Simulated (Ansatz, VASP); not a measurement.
## Al2Au in VASP and in Ansatz

```
Al Au
1.0
     0.02381    2.92377    2.95895
     2.99812    0.02641    2.95635
     3.04529    2.96834   -0.02075
Al Au
2 1
Direct
  0.23945 0.21717 0.25312
  0.77062 0.74201 0.73793
  0.98813 0.00234 0.03221
```

Alike in both runs: task single point; functional LDA; k mesh 6 × 6 × 6; occupations fermi-dirac, width 0.05 eV; no spin polarisation.

|  | VASP | Ansatz |
| --- | --- | --- |
| version | VASP 6.6.1 | Ansatz 0.2.0 |
| potentials or method | VASP PAW LDA potentials, release 64 (Al, Au) | plane waves, PAW |
| plane-wave cutoff (eV) | 520 | 540 |
| valence electrons in the cell | 17 | 25 |

```tsv
	VASP	Ansatz	Ansatz less VASP
pressure (GPa)	3.6	3.4	-0.24
largest component of the traceless stress (GPa)	2.32	2.32	-0.002
rms of the force components (eV/Å)	0.930	0.920	-0.0104
```

Atom by atom the forces differ by 0.010 eV/Å (rms over components). The two sets of potentials don't hold the same shells in valence. Ansatz warned: «stress_scf_threshold_loose».

Caveats: forces of over 1 eV/Å show positions far from the minimum, so gaps and moduli don't describe the material at rest. The runs have no spin-orbit coupling, so splittings on Au are missing.
